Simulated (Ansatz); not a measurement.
# Convergence notes, G0W0 on Na2S (Fm-3m)

Na2S (started from an entry of an open crystallographic database), relaxed with r2SCAN; one-shot G0W0 in Ansatz without spin-orbit coupling. Spin-unpolarised throughout; all numbers are computed.

```
Na S
1.0
     0.00000    3.25543    3.25543
     3.25543    0.00000    3.25543
     3.25543    3.25543    0.00000
Na S
2 1
Direct
  0.25000 0.25000 0.25000
  0.75000 0.75000 0.75000
  0.00000 0.00000 0.00000
```

Gaps are read over the mesh points alone. G0W0 values are finite-basis, finite-mesh values.

| start | potentials | frequency model | mesh | empty bands | screening cutoff (eV) | Kohn-Sham gap (eV) | G0W0 gap (eV) | rough cost |
| --- | --- | --- | --- | --- | --- | --- | --- | --- |
| PBE | PAW | contour deformation | 4×4×4 | 112 | 80 | 2.53 | 4.01 | 18 core-seconds |
| PBE | PAW | contour deformation | 4×4×4 | 259 | 140 | 2.53 | 4.14 | 80 core-seconds |
| PBE | PAW | contour deformation | 4×4×4 | 476 | 210 | 2.53 | 4.21 | 6 core-minutes |
| HSE06 | PAW | contour deformation | 4×4×4 | 259 | 140 | 3.53 | 4.77 | 3 core-minutes |
| LDA | PAW | contour deformation | 4×4×4 | 259 | 140 | 2.28 | 4.03 | 70 core-seconds |
| r2SCAN | PAW | contour deformation | 4×4×4 | 259 | 140 | 3.09 | 4.53 | 90 core-seconds |
| PBE | PAW | Godby-Needs pole | 4×4×4 | 259 | 140 | 2.53 | 4.17 | 90 core-seconds |
| PBE | PAW | contour deformation | 6×6×6 | 112 | 80 | 2.53 | 4.02 | 110 core-seconds |
| PBE | norm-conserving | contour deformation | 4×4×4 | 259 | 140 | 2.53 | 4.12 | 2.9 core-minutes |

G0W0 moves the gap on the mesh from 2.53 eV (PBE) to 4.21 eV (direct at Γ). Renormalisation factors Z lie between 0.74 and 0.81.

Raising bands and cutoff together moves the gap by +0.13 eV (80 to 140 eV), then +0.07 eV (140 to 210 eV); the last step is still large, so the basis limit isn't reached. Starting from HSE06 (3.53 eV against PBE's 2.53 eV) gives 4.77 eV, +0.63 eV from G0W0@PBE at the same screening cutoff. Starting from LDA (2.28 eV against PBE's 2.53 eV) gives 4.03 eV, -0.11 eV from G0W0@PBE at the same screening cutoff. Starting from r2SCAN (3.09 eV against PBE's 2.53 eV) gives 4.53 eV, +0.39 eV from G0W0@PBE at the same screening cutoff. The Godby-Needs plasmon pole differs from contour deformation by +0.03 eV. A 6×6×6 mesh in place of 4×4×4 changes the opening over PBE by 0.00 eV (the gap on the mesh by +0.01 eV). Norm-conserving potentials (wave cutoff 1197 eV against 420 eV) shift the quasiparticle gap by -0.02 eV and the PBE gap by 0.00 eV. r2SCAN runs take a wave cutoff of 500 eV.
